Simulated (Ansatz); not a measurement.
# Y (P6_3/mmc) in Ansatz: reference runs

How does Y come out in PBEsol? The cell is run as given and disturbed.

All numbers are computed with Ansatz 0.2.0; they aren't measurements. Logs are shortened: lines on timing, memory, paths and dates and some standing lists are left out, and cuts for length are marked.

## 1. The crystal as given

Symmetry: P6_3/mmc, No. 194, hexagonal system. Conventional cell: a = 3.643 Å, b = 3.643 Å, c = 11.844 Å, α = 90.00°, β = 90.00°, γ = 120.00°. Y (site symmetry -6m2) is surrounded by 12 Y at 3.63 to 3.64 Å. Y (site symmetry -3m) has 12 Y at 3.63 to 3.64 Å as nearest neighbours.

## 2. Single point, PBEsol

input.yaml

```yaml
crystal:
  lattice:
    - [3.6425441402, 0.0, 0.0]
    - [-1.8212720701, 3.1545357598, 0.0]
    - [0.0, 0.0, 11.84413035]
  atoms:
    - { symbol: "Y", position: [0.6666666667, 0.3333333333, 0.75] }
    - { symbol: "Y", position: [0.0, 0.0, 0.5] }
    - { symbol: "Y", position: [0.3333333333, 0.6666666667, 0.25] }
    - { symbol: "Y", position: [0.0, 0.0, 0.0] }
kpoints:
  mp_grid: { grid: [8, 8, 3] }
scf:
  occupations: { method: fermi_dirac, width: 0.05 }
hamiltonian:
  xc: pbesol
  pseudopotentials: { kind: all_electron, lapw: { basis_error: 0.001 } }
output:
  forces: true
  stress: true
  eigenvalues: true
  populations: true
```

Potentials or basis: all-electron LAPW, scalar-relativistic.

Started as:

```
ansatz run input.yaml --threads 2 --pin off --max-ram 8192MiB --backend cpu --events-out ev --progress --plain --runs-dir out
```

The program printed:

```text
Warning: RAYON_NUM_THREADS=2 ignored (pool sized by the plan → 2); use --threads N
Y: projections on atomic orbitals take those of the free atom 1s2 2s2 2p6 3s2 3p6 3d10 4s2 4p6 4d1 5s2, of charge +0.00 (hamiltonian.pseudopotentials.projection_atoms)
LAPW: plane waves up to 5.778 Å⁻¹, error target 1.0e-3 eV per atom; small_component_spin mean_spin; Y in spheres of 1.816 Å, 21 of its electrons in bands, Dirac shells [] (how accurate: hamiltonian.pseudopotentials.lapw.basis_error, Limitations)
Engine: ansatz 0.2.0, aarch64-unknown-linux-gnu
Pseudopotentials: kind: all_electron
Pseudopotential: Y, LAPW, valence charge 21, lapw/all_electron/scalar/gaussian/Y, Koelling and Harmon's equation, gaussian nucleus
Functional definition: PBEsol
  exchange = pbesol_x
  correlation = pbesol_c
Crystal: 4 atoms, lattice volume = 136.095 Å³
Basis set: ecut = 127.18341338907894 eV, 447 PW (Γ), exchange–correlation at level 2
Bands: 51, of which v1, the nominal top of the filled ones, is band 42 counted from 1 (41 counted from 0)
Symmetry: 24 space group operations
Space group: P63/mmc (ITA 194), of the structure as read, at distance tolerance 5.1e-5 Å
k-points: 20 of 192
Non-local potential: Y, projectors of the file, none
Initial density: superposition of atomic densities (chi_scale 0.1, normalization cell)
Initial wavefunctions: plane waves of lowest kinetic energy (no species holds an atomic orbital)
Functional: x = pbesol(κ = 0.804, μ = 0.12345679012345678), c = pbesol(β = 0.046)
iter 1 solved again at ethr=1.28e-4 eV; its pass at ethr=1.00e-1 eV (dr2=1.08e-1 eV) is discarded
SCF iter   1: F=—  HF=-368262.924419 eV  |F-HF|=—  |Δ(HF+E_count)|=         —  Δρ=8.17e-3  dr2=1.08e-1  ethr=1.28e-4  ⟨swp⟩=3.0  Hψ=6477  notcnv=0
preconditioner: auto → Kerker (q_TF=auto, 2.517 Å⁻¹)  [metal: Δε(μ)=0.034 eV  Ē_g=2.736 eV  σ=0.050 eV  W_gap=0.17  n_scr=38 (ndim 8)  ℏωp=11.0 eV  f_vac=0.000  D(μ)=7.19/eV (n_scr^D=64)]
SCF iter   2: F=—  HF=-368262.822913 eV  |F-HF|=—  |Δ(HF+E_count)|=   1.02e-1  Δρ=5.08e-3  dr2=4.62e-2  ethr=1.28e-4  ⟨swp⟩=2.0  Hψ=3339  notcnv=0
SCF iter   3: F=—  HF=-368262.816559 eV  |F-HF|=—  |Δ(HF+E_count)|=   6.35e-3  Δρ=2.69e-3  dr2=1.47e-2  ethr=5.50e-5  ⟨swp⟩=2.0  Hψ=3227  notcnv=0
SCF iter   4: F=—  HF=-368262.816915 eV  |F-HF|=—  |Δ(HF+E_count)|=   3.56e-4  Δρ=9.66e-4  dr2=2.25e-3  ethr=1.74e-5  ⟨swp⟩=2.0  Hψ=3223  notcnv=0
SCF iter   5: F=—  HF=-368262.816908 eV  |F-HF|=—  |Δ(HF+E_count)|=   7.12e-6  Δρ=2.87e-4  dr2=2.33e-4  ethr=2.68e-6  ⟨swp⟩=2.0  Hψ=3227  notcnv=0
SCF iter   6: F=—  HF=-368262.816905 eV  |F-HF|=—  |Δ(HF+E_count)|=   3.11e-6  Δρ=1.34e-4  dr2=7.80e-5  ethr=2.78e-7  ⟨swp⟩=2.0  Hψ=3227  notcnv=0
SCF iter   7: F=—  HF=-368262.816892 eV  |F-HF|=—  |Δ(HF+E_count)|=   1.23e-5  Δρ=8.27e-5  dr2=1.57e-5  ethr=9.29e-8  ⟨swp⟩=2.0  Hψ=3227  notcnv=0
iter 8 solved again at ethr=6.28e-10 eV; its pass at ethr=1.87e-8 eV (dr2=5.28e-7 eV) is discarded
SCF iter   8: F=—  HF=-368262.816892 eV  |F-HF|=—  |Δ(HF+E_count)|=   5.80e-7  Δρ=1.62e-5  dr2=5.24e-7  ethr=6.28e-10  ⟨swp⟩=2.0  Hψ=5334  notcnv=0
SCF iter   9: F=-368262.816892 eV  HF=-368262.816892 eV  |F-HF|=9.55e-9  |Δ(HF+E_count)|=   9.49e-9  Δρ=3.08e-6  dr2=2.54e-8  ethr=6.24e-10  ⟨swp⟩=2.0  Hψ=3227  notcnv=0
SCF 1 converged in 9 iterations: F = -368262.816892 eV  dr2 = 2.54e-8
SCF converged after 9 iterations
Free energy (F): -368262.816892 eV
Harris-Foulkes:  -368262.816892 eV  (|F-HF|=9.55e-9)
Internal energy: -368262.756304 eV  (E = F + TS)
E sigma→0 (E₀):  -368262.786598 eV
Entropy (-TS):   -0.060587 eV (-15.147 meV/atom)
Fermi energy:    10.271704 eV
--- Per-component energies (eV) ---
  E_band       = -5866.546866
  E_kinetic    = 379737.091322
  E_xc         = -11719.304019
  E_electrostatic = -736280.543608  (all electrons and nuclei)
  E_smearing   = -0.060587  (= −TS)
  E_closure    = 0.000000  (closes the sum)
  E_atoms      = -368243.121899  (free atoms, spherical and without spin; not in F)
  Σ components = -368262.816892   (vs F -368262.816892, Δ=0.00e0)
  Basis errors (estimates in eV, not in F): energy 1.2e-4 per atom: plane waves 1.0e-4 (5.0e-5 summed), levels above the bands 1.3e-20, relativity 1.1e-8, radial functions 2.2e-5, core shells 4.3e-8; eigenvalues (radial functions only) 1.1e-6; not estimated: angular momenta, meshes, grids; target (lapw.basis_error) 1.0e-3; muffin-tin radii Y 1.816 Å
--- Forces (eV/Å), atoms counted from 1 ---
  atom   1  Y      0.00000000     0.00000000    -0.00000000
  atom   2  Y      0.00000000    -0.00000000     0.00000000
  atom   3  Y     -0.00000000    -0.00000000     0.00000000
  atom   4  Y     -0.00000000    -0.00000000     0.00000000
  max |Σ_I F_I| component: 9.25e-18 eV/Å
--- Stress (GPa, compression-positive) ---
       -3.313162      -0.000000       0.000000
       -0.000000      -3.313162      -0.000000
        0.000000      -0.000000      -3.868304
  P = ⅓ Tr σ = -3.4982 GPa (-34.982 kbar)
--- Band table (eV; the first three rows and the last of 20) ---
  k-point 0: bands = ["-135.4903", "-135.4903", "-135.4899", "-135.4899", "-135.4899", "-135.4899", "-135.4870", "-135.4870", "-135.4870", "-135.4870", "-135.4783", "-135.4783", "-135.4783", "-135.4783", "-135.4746", "-135.4746", "-135.4746", "-135.4746", "-135.4728", "-135.4728", "-32.3951", "-32.3740", "-32.3589", "-32.3377", "-12.6423", "-12.4134", "-12.3844", "-12.2183", "-12.2183", "-12.1881", "-12.1881", "-12.1814", "-12.1814", "-12.1509", "-12.1509", "-12.1430", "5.6291", "6.9424", "6.9516", "8.3698", "10.8268", "10.9997", "11.0501", "11.8710", "11.8710", "11.9303", "11.9303", "12.0278", "12.2536", "12.2536", "12.3577"]
  k-point 1: bands = ["-135.4903", "-135.4903", "-135.4899", "-135.4899", "-135.4899", "-135.4899", "-135.4870", "-135.4870", "-135.4870", "-135.4870", "-135.4783", "-135.4783", "-135.4783", "-135.4783", "-135.4746", "-135.4746", "-135.4746", "-135.4746", "-135.4728", "-135.4728", "-32.3915", "-32.3822", "-32.3507", "-32.3413", "-12.6105", "-12.5227", "-12.2720", "-12.2139", "-12.2139", "-12.2018", "-12.2018", "-12.1780", "-12.1676", "-12.1676", "-12.1554", "-12.1554", "5.7941", "6.2623", "7.6775", "8.2006", "10.7489", "10.7541", "11.4560", "11.8587", "11.9286", "11.9286", "11.9795", "11.9795", "12.1761", "12.1761", "12.2503"]
  k-point 2: bands = ["-135.4903", "-135.4903", "-135.4899", "-135.4899", "-135.4899", "-135.4899", "-135.4870", "-135.4870", "-135.4870", "-135.4870", "-135.4783", "-135.4783", "-135.4783", "-135.4783", "-135.4746", "-135.4746", "-135.4746", "-135.4746", "-135.4728", "-135.4728", "-32.3881", "-32.3688", "-32.3538", "-32.3343", "-12.6180", "-12.4213", "-12.3961", "-12.2720", "-12.2357", "-12.2277", "-12.2210", "-12.2052", "-12.2010", "-12.1944", "-12.1594", "-12.1522", "5.9521", "7.2260", "7.2347", "8.6888", "10.5518", "10.8025", "10.9743", "11.4655", "11.6051", "11.6832", "12.1337", "12.1370", "12.2396", "12.4532", "12.5320"]
  k-point 19: bands = ["-135.4903", "-135.4903", "-135.4899", "-135.4899", "-135.4899", "-135.4899", "-135.4870", "-135.4870", "-135.4870", "-135.4870", "-135.4783", "-135.4783", "-135.4783", "-135.4783", "-135.4746", "-135.4746", "-135.4746", "-135.4746", "-135.4728", "-135.4728", "-32.3355", "-32.3351", "-32.3195", "-32.3190", "-12.5564", "-12.5506", "-12.5162", "-12.5099", "-12.4346", "-12.4267", "-12.4008", "-12.3637", "-12.3077", "-12.2837", "-12.2585", "-12.2401", "9.3336", "9.3926", "9.5528", "9.5636", "9.8843", "10.0041", "10.0873", "10.1373", "10.7982", "10.8526", "11.0652", "11.1589", "12.4784", "12.6356", "13.4352"]
--- Löwdin populations: 4 sites ---
  site symbol       q [e]
     0      Y     38.9236
     1      Y     38.9518
     2      Y     38.9236
     3      Y     38.9518
  spilling = 0.001597 (of n_electrons = 156.000000)
```

populations.tsv:

```text
# site	symbol	l	j	q
# orbitals = lowdin
# n_electrons = 156.000000
# spilling = 0.001597
# projection_atom_Y: 1s2 2s2 2p6 3s2 3p6 3d10 4s2 4p6 4d1 5s2
0	Y	0_1S	-	1.999997
0	Y	0_2S	-	1.999895
0	Y	0_3S	-	1.998014
0	Y	0_4S	-	1.960872
0	Y	0_5S	-	0.865344
0	Y	1_2P	-	5.999999
0	Y	1_3P	-	5.999905
0	Y	1_4P	-	5.975046
0	Y	2_3D	-	9.999982
0	Y	2_4D	-	2.124580
1	Y	0_1S	-	1.999997
1	Y	0_2S	-	1.999895
1	Y	0_3S	-	1.998021
1	Y	0_4S	-	1.961047
1	Y	0_5S	-	0.873333
1	Y	1_2P	-	5.999999
1	Y	1_3P	-	5.999903
1	Y	1_4P	-	5.974322
1	Y	2_3D	-	9.999982
1	Y	2_4D	-	2.145273
2	Y	0_1S	-	1.999997
2	Y	0_2S	-	1.999895
2	Y	0_3S	-	1.998014
2	Y	0_4S	-	1.960872
2	Y	0_5S	-	0.865344
2	Y	1_2P	-	5.999999
2	Y	1_3P	-	5.999905
2	Y	1_4P	-	5.975046
2	Y	2_3D	-	9.999982
2	Y	2_4D	-	2.124580
3	Y	0_1S	-	1.999997
3	Y	0_2S	-	1.999895
3	Y	0_3S	-	1.998021
3	Y	0_4S	-	1.961047
3	Y	0_5S	-	0.873333
3	Y	1_2P	-	5.999999
3	Y	1_3P	-	5.999903
3	Y	1_4P	-	5.974322
3	Y	2_3D	-	9.999982
3	Y	2_4D	-	2.145273
```

It took 7.7 s on 2 threads of Arm Neoverse V2, shared host; peak memory 0.35 GiB.

Results:

```yaml
Free_energy: -368262.8169 eV
Pressure: -3.5 GPa
Band_gap_on_the_k_mesh: none (metal or under the smearing width)
```

Stress tensor (GPa, compression positive):
```
-3.31  0.00  0.00
 0.00 -3.31  0.00
 0.00  0.00 -3.87
```

Levels at points of the mesh, in eV from the Fermi level:
```csv
k point,band 39,band 40,band 41,band 42,band 43,band 44,band 45,band 46
"(0.00, 0.00, 0.00)",-3.32,-1.90,0.56,0.73,0.78,1.60,1.60,1.66
"(0.00, -0.50, 0.00)",-1.26,-1.19,-0.51,-0.44,-0.30,0.35,0.75,1.26
```

## 3. Single point, PBEsol (atoms moved at random, drawn with an rms of 0.05 Å)

input.yaml

```yaml
crystal:
  lattice:
    - [3.6425441402, 0.0, 0.0]
    - [-1.8212720701, 3.1545357598, 0.0]
    - [0.0, 0.0, 11.84413035]
  atoms:
    - { symbol: "Y", position: [0.677776, 0.333284, 0.75145] }
    - { symbol: "Y", position: [-0.001428, -0.01063, 0.504589] }
    - { symbol: "Y", position: [0.341261, 0.67218, 0.252731] }
    - { symbol: "Y", position: [-0.000951, -0.007559, -0.000929] }
kpoints:
  mp_grid: { grid: [8, 8, 3] }
scf:
  occupations: { method: fermi_dirac, width: 0.05 }
hamiltonian:
  xc: pbesol
  pseudopotentials: { kind: all_electron, lapw: { basis_error: 0.001 } }
output:
  forces: true
  stress: true
  eigenvalues: true
  populations: true
```

Potentials or basis: all-electron LAPW, scalar-relativistic.

Started as:

```
ansatz run input.yaml --threads 2 --pin off --max-ram 8192MiB --backend cpu --events-out ev --progress --plain --runs-dir out
```

The program printed:

```text
Warning: RAYON_NUM_THREADS=2 ignored (pool sized by the plan → 2); use --threads N
Y: projections on atomic orbitals take those of the free atom 1s2 2s2 2p6 3s2 3p6 3d10 4s2 4p6 4d1 5s2, of charge +0.00 (hamiltonian.pseudopotentials.projection_atoms)
LAPW: plane waves up to 5.851 Å⁻¹, error target 1.0e-3 eV per atom; small_component_spin mean_spin; Y in spheres of 1.791 Å, 21 of its electrons in bands, Dirac shells [] (how accurate: hamiltonian.pseudopotentials.lapw.basis_error, Limitations)
Engine: ansatz 0.2.0, aarch64-unknown-linux-gnu
Pseudopotentials: kind: all_electron
Pseudopotential: Y, LAPW, valence charge 21, lapw/all_electron/scalar/gaussian/Y, Koelling and Harmon's equation, gaussian nucleus
Functional definition: PBEsol
[... 56 lines left out ...]
  k-point 0: bands = ["-135.5392", "-135.5388", "-135.5382", "-135.5360", "-135.5359", "-135.4888", "-135.4888", "-135.4853", "-135.4850", "-135.4834", "-135.4671", "-135.4671", "-135.4638", "-135.4635", "-135.4617", "-135.4407", "-135.4405", "-135.4401", "-135.4369", "-135.4368", "-32.4229", "-32.3711", "-32.3542", "-32.3172", "-12.6446", "-12.4178", "-12.3849", "-12.2398", "-12.2369", "-12.1936", "-12.1903", "-12.1779", "-12.1759", "-12.1374", "-12.1325", "-12.1298", "5.6294", "6.9427", "6.9518", "8.3698", "10.8093", "10.9943", "11.0683", "11.8691", "11.8727", "11.9282", "11.9309", "12.0275", "12.2470", "12.2539", "12.3573"]
  k-point 1: bands = ["-135.5392", "-135.5388", "-135.5382", "-135.5360", "-135.5359", "-135.4888", "-135.4888", "-135.4853", "-135.4850", "-135.4834", "-135.4671", "-135.4671", "-135.4638", "-135.4635", "-135.4617", "-135.4407", "-135.4405", "-135.4401", "-135.4369", "-135.4368", "-32.4226", "-32.3732", "-32.3519", "-32.3178", "-12.6135", "-12.5238", "-12.2793", "-12.2391", "-12.2361", "-12.1979", "-12.1947", "-12.1738", "-12.1714", "-12.1679", "-12.1335", "-12.1305", "5.7943", "6.2628", "7.6774", "8.2009", "10.6935", "10.8071", "11.4478", "11.8656", "11.9245", "11.9281", "11.9802", "11.9811", "12.1654", "12.1762", "12.2514"]
  k-point 2: bands = ["-135.5392", "-135.5388", "-135.5382", "-135.5360", "-135.5359", "-135.4888", "-135.4888", "-135.4853", "-135.4850", "-135.4834", "-135.4671", "-135.4671", "-135.4638", "-135.4635", "-135.4617", "-135.4407", "-135.4405", "-135.4401", "-135.4369", "-135.4368", "-32.4171", "-32.3656", "-32.3487", "-32.3134", "-12.6208", "-12.4245", "-12.3970", "-12.2857", "-12.2551", "-12.2403", "-12.2212", "-12.2040", "-12.1899", "-12.1799", "-12.1447", "-12.1416", "5.9523", "7.2262", "7.2349", "8.6883", "10.5454", "10.8007", "10.9806", "11.4665", "11.6058", "11.6793", "12.1322", "12.1360", "12.2425", "12.4503", "12.5315"]
  k-point 97: bands = ["-135.5392", "-135.5388", "-135.5382", "-135.5360", "-135.5359", "-135.4888", "-135.4888", "-135.4853", "-135.4850", "-135.4834", "-135.4671", "-135.4671", "-135.4638", "-135.4635", "-135.4617", "-135.4407", "-135.4405", "-135.4401", "-135.4369", "-135.4368", "-32.3826", "-32.3333", "-32.3147", "-32.2929", "-12.6375", "-12.6136", "-12.5772", "-12.5522", "-12.3700", "-12.3406", "-12.3370", "-12.2957", "-12.2623", "-12.2516", "-12.2307", "-12.2026", "8.5194", "8.6289", "8.9066", "8.9240", "9.6630", "9.7630", "10.3019", "10.5859", "11.2293", "11.6140", "11.6846", "11.9099", "11.9904", "12.4033", "13.9088"]
--- Löwdin populations: 4 sites ---
  site symbol       q [e]
     0      Y     38.9300
     1      Y     38.9536
     2      Y     38.9176
     3      Y     38.9498
  spilling = 0.001596 (of n_electrons = 156.000000)
```

Run time: 71 s. Hardware: 2 threads of Arm Neoverse V2, shared host; peak memory 0.68 GiB.

What came out:

```
Free energy            : -368262.8118 eV
Pressure               : -3.5 GPa
Largest force          : 0.101 eV/Å
Band gap on the k mesh : none (metal or under the smearing width)
```

Forces on the atoms (eV/Å):
```
Y   -0.030 -0.032  0.016
Y    0.017  0.043 -0.083
Y   -0.007 -0.044 -0.027
Y    0.020  0.033  0.093
```

Levels at points of the mesh, in eV from the Fermi level:
```tsv
k point	band 39	band 40	band 41	band 42	band 43	band 44	band 45	band 46
(0.00, 0.00, 0.00)	-3.32	-1.90	0.54	0.72	0.80	1.60	1.60	1.66
(0.00, -0.50, 0.00)	-1.26	-1.18	-0.51	-0.46	-0.29	0.35	0.76	1.27
(-0.50, 0.00, 0.00)	-1.26	-1.19	-0.51	-0.45	-0.30	0.35	0.75	1.26
(-0.50, -0.50, 0.00)	-1.26	-1.19	-0.50	-0.43	-0.28	0.36	0.73	1.25
```
